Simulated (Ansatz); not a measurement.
# LiBr: the crystal squeezed far

One table from this session's results is given with a row withheld; the runs are named, their logs left out.

Program: Ansatz 0.2.0. Level of theory: DFT, PBEsol, PAW with Ansatz's default frozen-core files, scalar-relativistic. These are calculated values, not measurements.

## The system as given

It takes space group Fm-3m (No. 225, cubic). Conventional cell: a = 5.445 Å, b = 5.445 Å, c = 5.445 Å, α = 90.00°, β = 90.00°, γ = 90.00°. Around Li (site symmetry m-3m) lie 6 Br at 2.72 Å. Br (site symmetry m-3m) is surrounded by 6 Li at 2.72 Å.

As a file:

```
Li Br
1.0
     0.00000    2.72269    2.72269
     2.72269    0.00000    2.72269
     2.72269    2.72269    0.00000
Li Br
1 1
Direct
  0.00000 0.00000 0.00000
  0.50000 0.50000 0.50000
```

Whether this phase is the stable one at these pressures isn't tested.

Atoms are numbered in the order of the input: Li1, Br2.

The first run:

File input.yaml:

```yaml
crystal:
  lattice:
    - [0.0, 2.7226905798, 2.7226905798]
    - [2.7226905798, 0.0, 2.7226905798]
    - [2.7226905798, 2.7226905798, 0.0]
  atoms:
    - { symbol: Li, position: [0.0, 0.0, 0.0] }
    - { symbol: Br, position: [0.5, 0.5, 0.5] }
kpoints:
  mp_grid: { grid: [9, 9, 9] }
  band_path:
    path:
      - [0.0, 0.0, 0.0]
      - [0.5, 0.0, 0.5]
      - [0.625, 0.25, 0.625]
      - [0.375, 0.375, 0.75]
      - [0.0, 0.0, 0.0]
      - [0.5, 0.5, 0.5]
      - [0.5, 0.25, 0.75]
      - [0.5, 0.0, 0.5]
    npoints: 6
scf:
  occupations: { method: fermi_dirac, width: 0.03 }
hamiltonian:
  xc: pbesol
  pseudopotentials: { kind: paw }
output:
  forces: true
  stress: true
  eigenvalues: true
  populations: true
  write_density: true
  write_potential: true
  elf: true
  volumetric_format: npy
```

Command:

```
$ ansatz run input.yaml --threads 1 --pin off --max-ram 2048MiB --backend cpu --events-out ev --progress --plain --runs-dir out
```

Steps of the session up to this table: Volume scaled by 1, PAW; Volume scaled by 0.75, PAW; Volume scaled by 0.7, PAW; Volume scaled by 0.5, PAW.

One table of the session follows, with a row left open; its other results are not shown here.

| method | volume over the first | volume (Å³/atom) | pressure (GPa) | gap (eV) |
| --- | --- | --- | --- | --- |
| PAW | 1 | 20.183 | -0.53 | 4.89 |
| PAW | 0.75 | ? | ? | ? |
| PAW | 0.7 | 14.128 | 20.41 | 5.56 |
| PAW | 0.5 | 10.092 | 84.33 | 4.19 |

**Question.** Estimate the row for PAW, 0.75.

As computed: volume (Å³/atom): 15.138; pressure (GPa): 13.97; gap (eV): 5.55. In the column «volume (Å³/atom)» it lies between PAW, 0.7 (14.128) and PAW, 1 (20.183).
